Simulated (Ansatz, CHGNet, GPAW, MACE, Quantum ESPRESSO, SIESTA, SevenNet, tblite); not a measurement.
# GPAW on AlN/GaN superlattice along [0001] (64 atoms): settings against a plane-wave reference

Wanted: GPAW inputs and outputs for AlN/GaN superlattice along [0001] (64 atoms), checked against a plane-wave reference.

Calculated with GPAW 26.7.0; the method is named at each step.

## Step 1: Set-up

The cell holds 64 atoms: 24 Al, 32 N and 8 Ga. Its edges and angles: a = 6.378 Å, b = 6.378 Å, c = 19.950 Å, α = 90.0°, β = 90.0°, γ = 120.0°. Wurtzite lattice with in-plane constant 3.189 Å; 3 periods of AlN and 1 of GaN along [0001], 2 x 2 in-plane cells; the two parts stretched along z by 0.9492 and 1.0; every coordinate displaced by a Gaussian of 0.02 Å. Then every atom was moved at random, 0.02 Å r.m.s. a Cartesian component. Regions: AlN, 48 atoms (24 Al and 24 N); GaN, 16 atoms (8 Ga and 8 N). The structure's axis is c.

The yardstick, on the same geometry:

| Property | Result |
| --- | --- |
| method | Kohn-Sham DFT, PBE, GBRV 1.5 ultrasoft pseudopotentials, plane waves (Quantum ESPRESSO 7.5); gbrv-pbe-1.5, cutoffs 40/200 Ry, Γ point |
| r.m.s. force component | 0.9268 eV/Å |
| longest force | 5.008 eV/Å |
| pressure | 1.533 GPa |
| gap (highest filled to lowest empty level) | 2.537 eV |
| time | 6 min on 2 MPI ranks of Arm Neoverse N1, shared host |
| CPU time | 12 min |

## Step 2: PBE, LCAO dzp, h 0.18 Å

Method: Kohn-Sham DFT, PBE, PAW, atomic orbitals (dzp).

File run.py:

```python
import numpy as np
from ase.io import read
from gpaw import GPAW, FermiDirac

atoms = read("structure.xyz")
atoms.calc = GPAW(
    mode="lcao",
    basis="dzp",
    h=0.18,
    xc="PBE",
    kpts={"size": (1, 1, 1), "gamma": True},
    occupations=FermiDirac(0.05),
    maxiter=200,
    symmetry={"point_group": False},
    txt="gpaw.txt",
)
energy = atoms.get_potential_energy(force_consistent=True)
forces = atoms.get_forces()
print(f"energy {energy:.6f} eV")
print("forces (eV/A)")
for i, (a, f) in enumerate(zip(atoms, forces)):
    print(f"{i:4d} {a.symbol:2s} {f[0]:10.5f} {f[1]:10.5f} {f[2]:10.5f}")
print(f"Fermi level {atoms.calc.get_fermi_level():.4f} eV")
for k in range(len(atoms.calc.get_ibz_k_points())):
    for s in range(atoms.calc.get_number_of_spins()):
        e = atoms.calc.get_eigenvalues(kpt=k, spin=s)
        n = np.searchsorted(e, atoms.calc.get_fermi_level())
        print(f"k {k} spin {s} levels about the Fermi level:", np.round(e[max(n - 6, 0):n], 4).tolist(), "|", np.round(e[n:n + 6], 4).tolist())
```

File structure.xyz:

```xyz
64
Lattice="6.37800 0.00000 0.00000 -3.18900 5.52351 0.00000 0.00000 0.00000 19.94981" Properties=species:S:1:pos:R:3 pbc="T T T"
Al 6.36336 0.01110 0.01077
N -0.03112 1.86540 0.61485
Al 0.01961 1.83165 2.45283
N 3.18457 5.50280 3.05551
Al 0.01374 0.02215 4.94636
N 0.01359 1.83447 5.51034
Al -0.03199 1.81033 7.35490
N 3.19506 5.49048 7.96436
Al 0.01164 0.00215 9.87954
N 0.01263 1.82618 10.45171
Al -0.03486 1.81497 12.32818
N -3.16553 5.49181 12.94882
Ga -3.18090 5.51014 14.78560
N -0.00277 1.86159 15.43497
Ga 0.03970 1.86302 17.37509
N 3.17730 5.51141 17.96839
Al 4.73095 2.73789 19.93664
N -1.57246 4.57628 0.59690
Al -1.58503 4.61307 2.44425
N -1.54370 2.74447 3.00983
Al -1.60059 2.78048 4.92700
N -1.56274 4.57822 5.49198
Al -1.63427 4.64599 7.35709
N 4.77492 2.76656 7.97573
Al 4.77489 2.70619 9.87077
N -1.54864 4.64649 10.43834
Al -1.63953 4.54386 12.28609
N -1.60464 2.80826 12.97476
Ga -1.58445 2.75098 14.72994
N -1.59495 4.58451 15.40903
Ga -1.58481 4.65035 17.37090
N -1.57412 2.76468 17.98376
Al 3.18300 0.03657 19.89375
N 3.17838 1.87993 0.57515
Al 3.14818 1.84099 2.51846
N 3.18690 0.00011 3.02679
Al -0.02025 5.51009 4.91065
N 3.18450 1.83662 5.50695
Al 3.14206 1.86838 7.40337
N 3.13960 0.01221 7.97294
Al 3.18839 0.00613 9.78817
N 3.21056 1.83182 10.43994
Al 3.16865 1.82121 12.34015
N -0.02621 5.49777 12.87920
Ga 3.20000 0.01541 14.78002
N 3.22988 1.83966 15.42938
Ga 3.18737 1.82182 17.34417
N 3.23272 0.02944 17.98894
Al 1.61418 2.76004 19.92308
N 1.57144 4.57949 0.62902
Al 1.54080 4.58650 2.39916
N 1.59450 2.80053 2.99327
Al 1.63165 2.79937 4.94695
N 1.55374 4.60738 5.49996
Al 1.60770 4.60053 7.34931
N 1.61115 2.72674 7.98750
[... 4 atom lines left out ...]
Ga 1.56302 2.80953 14.77882
N 1.62234 4.60478 15.36475
Ga 1.57368 4.61031 17.39224
N 1.63146 2.83549 17.97059
```

Launch:

```sh
$ OMP_NUM_THREADS=1 python run.py > output.txt
```

The program printed:

```text
energy -407.687797 eV
forces (eV/A)
   0 Al    0.22159   -0.18704   -0.19254
   1 N     0.44410   -0.57728   -1.77693
   2 Al   -0.26675   -0.14010    1.00725
   3 N     0.02659    0.12417   -0.61133
   4 Al   -0.24963   -0.41408   -0.29540
   5 N     0.09243    0.25375   -0.80260
   6 Al    0.18036    0.52353    1.28922
   7 N    -0.65680    0.69882   -0.54867
   8 Al    0.29786   -0.53103    0.01065
   9 N    -0.65662   -0.09058   -0.48250
  10 Al    1.01928    0.39202    1.16073
  11 N    -0.73143    0.66911   -4.42156
  12 Ga    0.49367    0.63831    2.68278
  13 N     0.26814   -0.42366   -0.32246
  14 Ga   -0.63300   -0.06144    0.10716
  15 N     0.39002    0.81143    2.10467
  16 Al    1.06012    0.66079   -0.32671
  17 N    -0.37056    0.73836   -1.55424
  18 Al   -0.31401   -0.47458    0.89436
  19 N    -1.03023    0.25251    0.25259
  20 Al    0.37118   -0.69101   -0.07798
  21 N    -0.77758    0.49272   -0.44146
  22 Al    0.89135   -1.06446    1.17036
  23 N     0.04761   -0.10749   -0.66785
[...]
56 Al    1.26738    0.48902    1.07074
  57 N    -0.54375    0.06635   -0.74634
  58 Al   -0.16828   -1.02214    1.28675
  59 N    -1.04672    0.17315   -4.01128
  60 Ga    0.82783   -1.29404    2.10592
  61 N    -0.74795    0.64771    1.28533
  62 Ga    0.89926    0.70264   -1.74474
  63 N    -0.26727   -1.92417    2.03441
Fermi level 8.1876 eV
k 0 spin 0 levels about the Fermi level: [6.0172, 6.4171, 6.4469, 6.5367, 6.9423, 6.9933] | [9.5096, 10.4412, 10.5754, 10.6667, 10.699, 10.7851]
```

gpaw.txt:

```text
Input parameters:
  mode=LCAO(),
  basis={'default': 'dzp'},
  h=0.18,
  kpts=MonkhorstPack(size=(1, 1, 1), gamma=True),
  maxiter=200,
  occupations=Occupations(name='fermi-dirac', width=0.05, fixmagmom=False),
  symmetry=Symmetry(point_group=False),
  xc=XC(name='PBE')
Unit cell  # Å
| periodic |         x |        y |         z |   lengths |     angles |
|----------|-----------|----------|-----------|-----------|------------|
|      yes |  6.378000 | 0.000000 |  0.000000 |  6.378000 |  90.000000 |
|      yes | -3.189000 | 5.523510 |  0.000000 |  6.378000 |  90.000000 |
|      yes |  0.000000 | 0.000000 | 19.949810 | 19.949810 | 120.000000 |
Number of symmetries: 1
Symmetry operations  # r_c * U_cc + t_c -> r_c
|   | kind |            matrix            |
|---|------|------------------------------|
| 0 |  E   |  1, 0, 0,  0, 1, 0,  0, 0, 1 |
BZ-sampling:
  Number of BZ points: 1
  Number of IBZ points: 1
  Monkhorst-Pack size: [1, 1, 1]
  Monkhorst-Pack shift: [0, 0, 0]
[... lines left out ...]
  MSR1-Mixer
occupation numbers:
  Fermi-Dirac:
    width: 0.0500  # eV
FastPoissonSolver using
    Stencil: 8*3+1=25 point O(h^6) finite-difference Laplacian
xc functional:
  name: PBE with 2 nearest neighbor stencil
interpolation: tri-quintic # 5. degree polynomial
Initialization done in: 14.592 s
convergence criteria:
- Maximum [total energy] change in last 3 cyles: 0.0005 eV / valence electron
- Maximum integral of absolute [dens]ity change: 0.0001 electrons / valence electron
- Maximum integral of absolute [eigenst]ate change: 4e-08 eV^2 / valence electron
maximum number of iterations: 200
SCF iterations
|iter     |      energy | eigst |  dens |
|---------|-------------|-------|-------|
|iter:   1| -461.975011 |      c|       |
|iter:   2| -447.924450 |      c| -0.58 |
|iter:   3| -407.381091 |      c| -0.63 |
|iter:   4| -407.612626 |      c| -1.27 |
|iter:   5| -407.980322 |      c| -1.56 |
|iter:   6| -407.688761 |      c| -2.11 |
|iter:   7| -407.688304 |      c| -3.10 |
|iter:   8| -407.687831c|      c| -3.37 |
|iter:   9| -407.687821c|      c| -3.73 |
|iter:  10| -407.687797c|      c| -3.99 |
|iter:  11| -407.687797c|      c| -4.42c|
Converged in 11 steps
SCF loop duration: 377.399 s (34.309 s/step)
Energy contributions relative to reference atoms: (reference = -628974.618724)
Energy contributions:
  Kinetic:         766.373405
  Coulomb:        -639.374330
  Zero:             12.101129
  External:          0.000000
  Xc:             -546.788001
  Entropy:          -0.000000
  Spinorbit:         0.000000
  ----------------------------
  Free energy:    -407.687797
  Extrapolated:   -407.687797
dipole moment: (-56.305031, 6.417019, 37.764209)  # |e|*Ang
Fermi level: 8.188
Eigenvalues  # (at kpt = [0.000, 0.000, 0.000])
| band index |      eig [eV] | occ [0-2] |
|------------|---------------|-----------|
|          0 |        -9.240 |     2.000 |
|        ... |               |           |
|        120 |         5.846 |     2.000 |
|        121 |         6.001 |     2.000 |
[...]
|        135 |        10.946 |     0.000 |
|        ... |               |           |
|        157 |        12.304 |     0.000 |
Gap: 2.516 eV
Transition (v -> c):
  (s=0, k=0, n=127, [0.00, 0.00, 0.00]) -> (s=0, k=0, n=128, [0.00, 0.00, 0.00])
No difference between direct/indirect transitions
Force computation time: 97.428  # s
timing:  # [seconds]
  Total:  489.467  # ━━━━━━━━━━━━━━━━━━━━━━━━━━━━━━━━━━━━━━━━━━━━━━━━━━━━━━━━
  Init:    14.592  # ━╸
  SCF:    377.399  # ━━━━━━━━━━━━━━━━━━━━━━━━━━━━━━━━━━━━━━━━━━━
  Forces:  97.428  # ━━━━━━━━━━━
```

Elapsed: 8.2 min, on 1 thread of Arm Neoverse N1, shared host; peak memory 1.4 GiB.

Banners, paths, timers and routine set-up lines are dropped from the logs unmarked, and long logs keep their key lines alone; longer cuts are marked.

Compared with the plane-wave run:

```
r.m.s. force component                           : 1.157 eV/Å
r.m.s. difference of force components            : 278.8 meV/Å
longest difference of force vectors              : 2105 meV/Å
force difference over r.m.s. force               : 30.08 %
slope of forces against the reference's          : 1.234
correlation of force components                  : 0.9885
gap (highest filled to lowest empty level) : 2.516 eV
gap difference                                   : -0.0205 eV
```

This run lies far from the reference in forces at the same functional. Basis and potentials both differ; the latter hold 256 valence electrons against the reference's 384.

Length of the force difference by element (eV/Å):

```
element  atoms   mean  most
     Al     24  0.068  0.15
     Ga      8   0.58   1.5
      N     32   0.34   2.1
```

Levels nearest the highest filled one (eV from it): -0.98, -0.58, -0.55, -0.46, -0.05, 0.00, 2.52, 3.45, 3.58, 3.67, 3.71, 3.79.

The surroundings of N50, picked at random, nearest first, numbered as they follow in the input and with coordinates relative to it.

```
atom      x      y      z  distance (Å)  bonds     Fx     Fy  Fz (eV/Å)
 N50   0.00   0.00   0.00          0.00      4   0.16   0.60      -2.93
Al51  -0.03   0.01   1.77          1.77      4   0.82   0.57       2.39
Al49   0.04  -1.82  -0.66          1.93      4  -0.77   0.25       0.12
 Al1   1.60   0.96  -0.62          1.97      4   0.22  -0.19      -0.19
Al33  -1.58   0.98  -0.69          1.98      4  -0.04  -0.56       0.84
 N52   0.02  -1.78   2.36          2.96      4  -0.09  -0.70       0.67
 N36  -1.57   0.94   2.40          3.02      4  -0.34   0.23      -0.25
  N4   1.61   0.92   2.43          3.06      4   0.03   0.12      -0.61
 N64   0.06  -1.74  -2.61          3.14      4  -0.27  -1.92       2.03
```

Atoms are counted from 1 here, from 0 in the log.

Forces lie 30 % from the reference's, at 0.68 times its CPU time (on 1 against 2 cores).

## Step 3: PBE, LCAO szp(dzp), h 0.18 Å

Method: Kohn-Sham DFT, PBE, PAW, atomic orbitals (szp(dzp)).

run.py: that of step 2 with these lines changed.

```diff
@@ -7,3 +7,3 @@
     mode="lcao",
-    basis="dzp",
+    basis="szp(dzp)",
     h=0.18,
```

structure.xyz is that of step 2.

The program printed:

```text
energy -402.321968 eV
forces (eV/A)
   0 Al    0.22619   -0.18681   -0.16337
   1 N     0.45275   -0.57365   -1.80683
   2 Al   -0.25113   -0.15432    1.04224
   3 N     0.01922    0.11719   -0.65803
   4 Al   -0.24133   -0.41775   -0.27147
   5 N     0.09881    0.26386   -0.83932
   6 Al    0.18585    0.51509    1.31342
   7 N    -0.65834    0.71113   -0.58258
   8 Al    0.31725   -0.54000    0.01046
   9 N    -0.67551   -0.09794   -0.50921
  10 Al    1.04246    0.40246    1.13485
  11 N    -0.74078    0.66413   -4.54199
[...]
59 N    -1.06490    0.19058   -4.13513
  60 Ga    0.89585   -1.34920    2.21085
  61 N    -0.78305    0.67809    1.34688
  62 Ga    0.93750    0.73497   -1.78796
  63 N    -0.26042   -1.98069    2.09559
Fermi level 8.3294 eV
k 0 spin 0 levels about the Fermi level: [6.043, 6.4561, 6.4881, 6.5939, 6.999, 7.0528] | [9.8618, 10.6399, 10.7144, 10.7796, 10.8281, 10.9426]
```

gpaw.txt:

```text
Input parameters:
  mode=LCAO(),
  basis={'default': 'szp(dzp)'},
  h=0.18,
  kpts=MonkhorstPack(size=(1, 1, 1), gamma=True),
  maxiter=200,
  occupations=Occupations(name='fermi-dirac', width=0.05, fixmagmom=False),
  symmetry=Symmetry(point_group=False),
  xc=XC(name='PBE')
[... lines left out ...]
  Fermi-Dirac:
[... lines left out ...]
convergence criteria:
- Maximum [total energy] change in last 3 cyles: 0.0005 eV / valence electron
[... lines left out ...]
Converged in 10 steps
[... lines left out ...]
  Free energy:    -402.321968
[... lines left out ...]
Fermi level: 8.329
[... lines left out ...]
|          0 |        -9.238 |     2.000 |
|        ... |               |           |
|        120 |         5.879 |     2.000 |
|        121 |         6.027 |     2.000 |
[...]
|        135 |        11.036 |     0.000 |
|        ... |               |           |
|        157 |        12.475 |     0.000 |
Gap: 2.809 eV
Transition (v -> c):
  (s=0, k=0, n=127, [0.00, 0.00, 0.00]) -> (s=0, k=0, n=128, [0.00, 0.00, 0.00])
No difference between direct/indirect transitions
Force computation time: 73.323  # s
timing:  # [seconds]
  Total:  357.191  # ━━━━━━━━━━━━━━━━━━━━━━━━━━━━━━━━━━━━━━━━━━━━━━━━━━━━━━━━
  Init:    12.761  # ━━
  SCF:    271.051  # ━━━━━━━━━━━━━━━━━━━━━━━━━━━━━━━━━━━━━━━━━━╸
  Forces:  73.323  # ━━━━━━━━━━━╸
```

Run time: 6 min. Hardware: 1 thread; peak memory 1.3 GiB.

Compared with the plane-wave run:

```
r.m.s. force component                           : 1.187 eV/Å
r.m.s. difference of force components            : 309.3 meV/Å
longest difference of force vectors              : 2282 meV/Å
force difference over r.m.s. force               : 33.37 %
slope of forces against the reference's          : 1.264
correlation of force components                  : 0.9873
gap (highest filled to lowest empty level) : 2.809 eV
gap difference                                   : 0.2722 eV
```

This is a coarse setting, run to see what it loses.

Against the first run (30 %), the force difference from the reference is 33 %, at 0.73 times the CPU time, with 576 basis functions against 832: the smaller basis costs accuracy.

## Step 4: PBE, LCAO sz(dzp), h 0.18 Å

Method: Kohn-Sham DFT, PBE, PAW, atomic orbitals (sz(dzp)).

run.py: that of step 3 with these lines changed.

```diff
@@ -7,3 +7,3 @@
     mode="lcao",
-    basis="szp(dzp)",
+    basis="sz(dzp)",
     h=0.18,
```

structure.xyz is that of step 3.

The program printed:

```text
energy -371.086345 eV
forces (eV/A)
   0 Al    0.18789   -0.30044   -0.55007
   1 N     0.45005   -0.54113   -1.72301
   2 Al   -0.26124   -0.06275    1.01764
   3 N    -0.04358    0.13083   -0.60424
   4 Al   -0.37900   -0.58365   -0.58636
   5 N     0.10513    0.38779   -0.76093
[...]
61 N    -0.86070    0.73904    1.39140
  62 Ga    1.02490    0.80946   -2.21298
  63 N    -0.27933   -2.11526    1.80672
Fermi level 8.9888 eV
k 0 spin 0 levels about the Fermi level: [6.9095, 7.2199, 7.2483, 7.3677, 7.7556, 7.8143] | [10.1844, 11.2149, 11.3282, 12.3614, 12.3727, 12.389]
```

gpaw.txt:

```text
Input parameters:
  mode=LCAO(),
  basis={'default': 'sz(dzp)'},
  h=0.18,
  kpts=MonkhorstPack(size=(1, 1, 1), gamma=True),
  maxiter=200,
  occupations=Occupations(name='fermi-dirac', width=0.05, fixmagmom=False),
[... lines left out ...]
  Fermi-Dirac:
[... lines left out ...]
convergence criteria:
- Maximum [total energy] change in last 3 cyles: 0.0005 eV / valence electron
[... lines left out ...]
Converged in 10 steps
[... lines left out ...]
  Free energy:    -371.086345
[... lines left out ...]
Fermi level: 8.989
[... lines left out ...]
|        ... |               |           |
|        157 |        14.256 |     0.000 |
Gap: 2.370 eV
Transition (v -> c):
  (s=0, k=0, n=127, [0.00, 0.00, 0.00]) -> (s=0, k=0, n=128, [0.00, 0.00, 0.00])
No difference between direct/indirect transitions
Force computation time: 17.958  # s
timing:  # [seconds]
  Total:  101.955  # ━━━━━━━━━━━━━━━━━━━━━━━━━━━━━━━━━━━━━━━━━━━━━━━━━━━━━━━━
  Init:    11.008  # ━━━━━━
  SCF:     72.935  # ━━━━━━━━━━━━━━━━━━━━━━━━━━━━━━━━━━━━━━━━
  Forces:  17.958  # ━━━━━━━━━━
```

It took 1.7 min on 1 thread; peak memory 0.96 GiB.

Against the reference:

- r.m.s. force component: 1.217 eV/Å
- r.m.s. difference of force components: 335.6 meV/Å
- longest difference of force vectors: 2207 meV/Å
- force difference over r.m.s. force: 36.21 %
- slope of forces against the reference's: 1.296
- correlation of force components: 0.9873
- gap (highest filled to lowest empty level): 2.37 eV
- gap difference: -0.1667 eV

This is a coarse setting, run to see what it loses.

Against the first run (30 %), the force difference from the reference is 36 %, at 0.21 times the CPU time, with 256 basis functions against 832: the smaller basis costs accuracy.

## Step 5: PBE, LCAO dzp, h 0.22 Å

Method: Kohn-Sham DFT, PBE, PAW, atomic orbitals (dzp).

run.py: that of step 4 with these lines changed.

```diff
@@ -7,4 +7,4 @@
     mode="lcao",
-    basis="sz(dzp)",
-    h=0.18,
+    basis="dzp",
+    h=0.22,
     xc="PBE",
```

structure.xyz is that of step 4.

The program printed:

```text
energy -388.436810 eV
forces (eV/A)
   0 Al    0.23959   -0.18912   -0.19970
   1 N     0.98773   -0.98462   -1.73226
   2 Al   -0.25382   -0.14599    0.99474
   3 N     0.12301    0.53707   -0.57628
   4 Al   -0.23918   -0.42798   -0.27858
   5 N    -0.20109    0.40168   -0.83511
   6 Al    0.19038    0.53182    1.26472
   7 N    -0.73382    1.32076   -0.52018
   8 Al    0.30624   -0.53648    0.00538
   9 N    -0.89675    0.24991   -0.55366
  10 Al    1.01903    0.39934    1.17466
  11 N    -1.06637    1.21991   -4.48654
[...]
59 N    -1.77708    0.16197   -4.00101
  60 Ga    0.83324   -1.29893    2.09620
  61 N    -1.33644    0.51196    1.35936
  62 Ga    0.90831    0.70477   -1.69475
  63 N    -0.71414   -2.76651    2.10076
Fermi level 8.1752 eV
k 0 spin 0 levels about the Fermi level: [6.0058, 6.4148, 6.4323, 6.5568, 6.9431, 6.9757] | [9.531, 10.4641, 10.588, 10.6819, 10.7083, 10.7946]
```

gpaw.txt:

```text
Input parameters:
  mode=LCAO(),
  basis={'default': 'dzp'},
  h=0.22,
  kpts=MonkhorstPack(size=(1, 1, 1), gamma=True),
  maxiter=200,
  occupations=Occupations(name='fermi-dirac', width=0.05, fixmagmom=False),
  symmetry=Symmetry(point_group=False),
  xc=XC(name='PBE')
[... lines left out ...]
  Fermi-Dirac:
[... lines left out ...]
convergence criteria:
- Maximum [total energy] change in last 3 cyles: 0.0005 eV / valence electron
[... lines left out ...]
Converged in 11 steps
[... lines left out ...]
  Free energy:    -388.436810
[... lines left out ...]
Fermi level: 8.175
[... lines left out ...]
|          0 |        -9.242 |     2.000 |
|        ... |               |           |
|        120 |         5.840 |     2.000 |
|        121 |         5.993 |     2.000 |
[...]
|        135 |        10.955 |     0.000 |
|        ... |               |           |
|        157 |        12.318 |     0.000 |
Gap: 2.555 eV
Transition (v -> c):
  (s=0, k=0, n=127, [0.00, 0.00, 0.00]) -> (s=0, k=0, n=128, [0.00, 0.00, 0.00])
No difference between direct/indirect transitions
Force computation time: 48.028  # s
timing:  # [seconds]
  Total:  247.924  # ━━━━━━━━━━━━━━━━━━━━━━━━━━━━━━━━━━━━━━━━━━━━━━━━━━━━━━━━
  Init:    11.886  # ━━╸
  SCF:    187.949  # ━━━━━━━━━━━━━━━━━━━━━━━━━━━━━━━━━━━━━━━━━━╸
  Forces:  48.028  # ━━━━━━━━━━━
```

Elapsed: 4.2 min, on 1 thread; peak memory 0.72 GiB.

Against the reference:

| Property | Result |
| --- | --- |
| r.m.s. force component | 1.256 eV/Å |
| r.m.s. difference of force components | 404.9 meV/Å |
| longest difference of force vectors | 2288 meV/Å |
| force difference over r.m.s. force | 43.69 % |
| slope of forces against the reference's | 1.323 |
| correlation of force components | 0.9763 |
| gap (highest filled to lowest empty level) | 2.555 eV |
| gap difference | 0.0185 eV |
| energy less the same-level run's | 300.8 meV/atom |
| r.m.s. force difference from the same-level run | 265.9 meV/Å |

This is a coarse setting, run to see what it loses.

Against the first run (30 %), the force difference from the reference is 44 %, at 0.51 times the CPU time: the grid matters here.

The forces add up to 4.6 eV/Å instead of zero, usually a sign of too coarse a grid.

[end of part 1 of 2]

[Also dropped from logs without a mark: logging warnings of Python, and SIESTA's first energy breakdown and zero terms.]

[Logs are printed without paths, hosts, clocks, repeated set-up lines and the standing remarks that a program may print on its own settings, such as how far it seeks lower states.]

[Hosts, paths, dates, database ids (printed as entryN), source tags and the programs' standing remarks are cut or masked in the printed files.]
